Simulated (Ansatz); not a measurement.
Skutterudite CoSb₃, treated with PBEsol-D3(BJ) (Ansatz, a first-principles code, plane waves, PAW).

Settings: plane-wave cutoff 520 eV, 6×6×6 k mesh, Fermi–Dirac smearing 0.01 eV, no spin polarisation, scalar-relativistic PAW data made under PBE.

On both sides of the equilibrium volume: at 21.442 Å³/atom the pressure is 2.26 GPa and the direct gap at Γ 0.462 eV; at 22.317 Å³/atom they are -2.02 GPa and 0.330 eV. The fitted bulk modulus is 107 GPa.

**Question.** Work out the volume deformation potential of this gap and its pressure coefficient, in two ways.

**Answer.** a_V = dE_g/d ln V = (0.330 − 0.462)/ln(22.317/21.442) = -3.30 eV. Since dP = −B d ln V, dE_g/dP = −a_V/B = 31 meV/GPa. Straight from the pressures: (0.462 − 0.330)/(2.26 − (-2.02)) = 31 meV/GPa. At this level and over this range the gap at Γ widens under pressure.

Spin–orbit coupling is not included; with these elements it can move the gap by several tenths of an eV or more.

Note: the bulk modulus comes from volumes at which shape and atoms were relaxed.
